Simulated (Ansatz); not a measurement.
## Relaxing Tl

Method: DFT r2SCAN, scalar-relativistic, plane waves, PAW in Ansatz. Cutoff 500 eV, Γ-centred k mesh, Gaussian smearing, no spin polarisation in the final step.

The start puts Tl on the alpha-gallium structure type (Cmce, No. 64), at a guessed volume.

```
CELL_PARAMETERS angstrom
2.65149 -4.49378 0.00000
2.65149 4.49378 0.00000
0.00000 0.00000 5.31003
ATOMIC_POSITIONS crystal
Tl 0.15250 0.84750 0.07850
Tl 0.65250 0.34750 0.42150
Tl 0.84750 0.15250 0.92150
Tl 0.34750 0.65250 0.57850
```

Cell and atoms relax at zero pressure; the relaxation can't lower the symmetry of the start. After a coarse first stage the cell is made exact in the group found at 0.06 Å.

Energies count from the standard state of Tl at the same level.

(1) Describe the relaxed structure.

(2) What are its volume, energy, density and gap?

Results:

(1) It keeps Cmce (No. 64). The result has the alpha-gallium structure. Conventional cell: a = 5.580 Å, b = 8.378 Å, c = 5.852 Å. Tl is coordinated by 7 Tl at 3.09–3.40 Å.

Space group Cmce (No. 64). a = 5.580 Å, b = 8.378 Å, c = 5.852 Å, α = 90.00°, β = 90.00°, γ = 90.00°
| atom | site | symmetry | x | y | z |
| --- | --- | --- | --- | --- | --- |
| Tl | 8f | m.. | 0.5000 | 0.3339 | 0.1151 |

(2) The volume per atom is 34.19 Å³. The density is 9.93 g/cm³, the energy over the standard structure is 0.15 eV/atom and the gap on the 10×10×8 mesh is 0 eV (a metal).

The final run used a 10×10×8 mesh on its 4-atom cell and 0.10 eV smearing. For metals, differences of a few meV/atom aren't resolved. Spin–orbit coupling is left out. A structure relaxed within its symmetry needn't be a true minimum. The steps took about 7 core-minutes in all.